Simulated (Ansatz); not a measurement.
Te2Mo:

```
CELL_PARAMETERS angstrom
6.33000 0.00000 0.00000
0.00000 3.46900 0.00000
-0.94679 0.00000 13.82762
ATOMIC_POSITIONS crystal
Te 0.94370 0.75000 0.60450
Te 0.05630 0.25000 0.39550
Te 0.90300 0.25000 0.85140
Te 0.09700 0.75000 0.14860
Te 0.41120 0.75000 0.89550
Te 0.58880 0.25000 0.10450
Te 0.44320 0.25000 0.64840
Te 0.55680 0.75000 0.35160
Mo 0.81670 0.75000 0.99260
Mo 0.18330 0.25000 0.00740
Mo 0.68190 0.25000 0.49340
Mo 0.31810 0.75000 0.50660
```

Base run:

- Program: Ansatz 0.2.0
- Functional: LDA
- Potentials or basis: Ansatz PAW
- Cutoff: 420 eV (not typed: the program's choice for these potentials)
- k mesh: 4 × 8 × 2
- Occupations: fermi-dirac, width 0.05 eV
- Spin: no spin polarisation

Its results: band gap on the k mesh none (metal or under the smearing width); pressure -3.3 GPa; largest force 0.410 eV/Å.

Task: The run is repeated on the same cell with these changes: functional from LDA to r2SCAN; cutoff from 420 eV (not typed: the program's choice for these potentials) to 500 eV (not typed: the program's choice for these potentials). What comes out?

Result: Band gap on the k mesh none (metal or under the smearing width); pressure 2.0 GPa; largest force 0.303 eV/Å.

Caveats: the PAW data sets come from PBE, with cores solved anew for the run's functional, which leaves a small shift of forces and pressure; the density of states is complete only up to the lowest level of the last band computed.
